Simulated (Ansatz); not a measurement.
The system is TiCo.

```
CELL_PARAMETERS angstrom
2.98611 0.00000 0.00000
0.00000 2.98611 0.00000
0.00000 0.00000 2.98611
ATOMIC_POSITIONS crystal
Co 0.50000 0.50000 0.50000
Ti 0.00000 0.00000 0.00000
```

The cell comes from a database or a generator and needn't be the stable form of this composition.

Base run:

```yaml
Program: Ansatz 0.2.0
Functional: PBE
Potentials_or_basis: Ansatz PAW
Cutoff: "420 eV (not typed: the program's choice for these potentials)"
k_mesh: 9 × 9 × 9
Occupations: fermi-dirac, width 0.05 eV
Spin: no spin polarisation
```

Its results: band gap on the k mesh none (metal or under the smearing width); pressure -2.4 GPa.

**Question.** The run is repeated on the same cell with these changes: spin from no spin polarisation to collinear spin, ferrimagnetic start. What comes out?

**Answer.** Band gap on the k mesh none (metal or under the smearing width); pressure -0.5 GPa; net moment 0.82 μB per cell; site moments Co +0.92; Ti -0.03 μB.
